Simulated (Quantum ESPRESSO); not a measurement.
Write the native input for Quantum ESPRESSO 7.5 that does the following.

```
Task                : single point
Functional          : PBEsol
Potentials or basis : GBRV 1.5 PBEsol
Cutoff              : 762 eV
Density cutoff      : 6095 eV
k mesh              : 10 × 10 × 6
Occupations         : fermi-dirac, width 0.05 eV
Spin                : no spin polarisation
Mixing beta         : 0.5
Most SCF iterations : 120
SCF threshold       : 4e-10 Ry
```

Ag:

```
CELL_PARAMETERS angstrom
2.93000 0.00000 0.00000
-1.46500 2.53745 0.00000
0.00000 0.00000 4.79000
ATOMIC_POSITIONS crystal
Ag 0.68483 0.35008 0.74689
Ag 0.33791 0.67266 0.25057
```

This isn't the form of Ag at room conditions, which is fcc.

The cell isn't the ideal one: atoms moved at random, drawn with an rms of 0.05 Å.

The input as run:

pw.in

```
&CONTROL
  calculation = 'scf'
  prefix = 'pwscf'
  outdir = './tmp'
  pseudo_dir = './pseudo'
  tprnfor = .true.
  tstress = .true.
  disk_io = 'nowf'
/
&SYSTEM
  ibrav = 0
  nat = 2
  ntyp = 1
  ecutwfc = 56
  ecutrho = 448
  nbnd = 27
  occupations = 'smearing'
  smearing = 'fd'
  degauss = 0.00367493
/
&ELECTRONS
  conv_thr = 4d-10
  electron_maxstep = 120
  mixing_beta = 0.5
/
ATOMIC_SPECIES
Ag   107.8682 ag_pbesol_v1.4.uspp.F.UPF
CELL_PARAMETERS angstrom
   2.9300000000    0.0000000000    0.0000000000
  -1.4650000000    2.5374544331    0.0000000000
   0.0000000000    0.0000000000    4.7900000000
ATOMIC_POSITIONS crystal
Ag     0.6848270000    0.3500780000    0.7468890000
Ag     0.3379130000    0.6726650000    0.2505680000
K_POINTS automatic
10 10 6 0 0 0
```

Potentials or basis: GBRV 1.5 PBEsol.

Command:

```sh
$ OMP_NUM_THREADS=1 mpirun -n 2 pw.x -nk 2 -in pw.in > pw.out
```

Results of the run:

```json
{
  "Pressure": "-6.4 GPa",
  "Largest force": "0.085 eV/Å",
  "Band gap on the k mesh": "none (metal or under the smearing width)"
}
```

Run time: 100 s on 2 MPI ranks on Arm Neoverse V2, on a shared host, peak memory 0.44 GiB a rank.
